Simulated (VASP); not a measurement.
# PtSe₂: relaxation of the cell, by functional

PtSe₂, P-3m1 (no. 164), 3 atoms in the cell.

| Functional | Volume (A^3) | Pressure left (GPa) | Ionic steps | SCF steps in all | Time (s) |
|---|---|---|---|---|---|
| xPBE | 86.887 | -0.03 | 40 | 365 | 649 |
| TH-FL | 57.590 | 0.00 | 12 | 96 | 174 |
| OLYP | 97.089 | 0.00 | 39 | 377 | 677 |
| HCTH407 | 87.323 | -0.01 | 34 | 310 | 522 |

## Input of the first row

INCAR:
```
SYSTEM = PtSe2
ALGO = Normal
EDIFF = 1E-7
EDIFFG = -0.01
ENCUT = 600
GGA = LIBXC
GGA_COMPAT = .False.
IBRION = 2
ISIF = 3
ISMEAR = 0
LASPH = .True.
LCHARG = .False.
LIBXC1 = GGA_X_XPBE
LIBXC2 = GGA_C_XPBE
LREAL = .False.
LWAVE = .False.
NELM = 100
NSW = 40
PREC = Accurate
SIGMA = 0.02
```

KPOINTS:
```
k-points
0
Gamma
  7 7 5
```

POSCAR:
```
PtSe2
1.0
    3.7240000000      0.0000000000      0.0000000000
   -1.8620000000      3.2250786037      0.0000000000
    0.0000000000      0.0000000000      5.0620000000
Pt Se
1 2
Direct
    0.0000000000      0.0000000000      0.0000000000
    0.6666666667      0.3333333333      0.7500000000
    0.3333333333      0.6666666667      0.2500000000
```

Commands:
```
cat potpaw_PBE.64/Pt/POTCAR potpaw_PBE.64/Se/POTCAR > POTCAR
mpirun -np 1 vasp_std > vasp.out
```

Changes of the last row against the first:
```
- LIBXC1 = GGA_X_XPBE
- LIBXC2 = GGA_C_XPBE
+ LIBXC1 = GGA_XC_HCTH_407
```

VASP 6.6.1 took 649 s on 1 core (Intel Xeon Platinum 8488C (Sapphire Rapids)), a shared host.
